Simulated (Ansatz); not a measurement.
Space group I-43d (No. 220). a = 6.734 Å, b = 6.734 Å, c = 6.734 Å, α = 90.00°, β = 90.00°, γ = 90.00°
```csv
atom,site,symmetry,x,y,z
Hf,12a,-4..,0.3750,0.0000,0.2500
N,16c,.3.,0.0665,0.0665,0.0665
```

Equation of state of this Hf$_{3}$N$_{4}$ structure (not necessarily the ground state), with shape and atoms relaxed at each volume where symmetry leaves them free. Method: Ansatz 0.2.0, DFT PBE, scalar-relativistic, plane waves, PAW.

Plane waves to 420 eV, a k mesh through Γ of 6×6×6 on the computed 14-atom cell and Gaussian smearing (0.02 eV); no spin polarisation.

```
V (Å³/atom) E − E(largest V) (meV/atom) P (GPa) gap on mesh (eV)
      9.598                        93.10    40.10              1.22
      9.926                        24.91    27.03              1.21
     10.253                       -18.81    16.11              1.16
     10.580                       -42.26     7.14              1.09
     10.907                       -49.26     0.00              1.04
     11.234                       -43.47    -5.31              1.04
     11.562                       -28.57    -8.82              1.13
     11.998                         0.00   -11.63              1.35
```

Fit a third-order Birch–Murnaghan equation to E(V).

V0 = 10.92 Å³/atom, B0 = 196 GPa, B0' = 7.9.

Spin-orbit coupling is left out, which matters for the bands of heavy elements.

The gaps are read on the mesh, which can miss the band edges, so they can be too wide.

Cost: 8 runs of about 32 core-minutes in all, on Intel Xeon Processor @ 2.50GHz (Skylake/Cascade Lake) (shared hosts).